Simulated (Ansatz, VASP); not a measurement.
## Two plane-wave programs on Pt

```
CELL_PARAMETERS angstrom
2.95160 0.00000 0.00000
-1.47580 2.55616 0.00000
0.00000 0.00000 4.66180
ATOMIC_POSITIONS crystal
Pt 0.66667 0.33333 0.75000
Pt 0.33333 0.66667 0.25000
```

Alike in both runs: task single point; functional PBE; k mesh 18 × 18 × 10; occupations gaussian, width 0.15 eV; no spin polarisation.

```csv
,VASP,Ansatz
version,VASP 6.6.1,Ansatz 0.2.0
potentials or method,"VASP PAW PBE potentials, release 64 (Pt)","scalar-relativistic, plane waves, PAW"
plane-wave cutoff (eV),520,420
valence electrons in the cell,20,36
```

```tsv
	VASP	Ansatz	Ansatz less VASP
gap on the k mesh at the Fermi level (eV)	none	none	-
pressure (GPa)	-19.6	-19.3	+0.30
largest component of the traceless stress (GPa)	3.56	3.58	+0.024
```

A gap of «none» marks a metal or a gap that the smearing closes. The two sets of potentials don't hold the same shells in valence.

Caveats: so large a pressure means that the cell lies far from this level's equilibrium, or that cutoff or potentials fall short (VASP). The runs have no spin-orbit coupling, so splittings on Pt are missing.
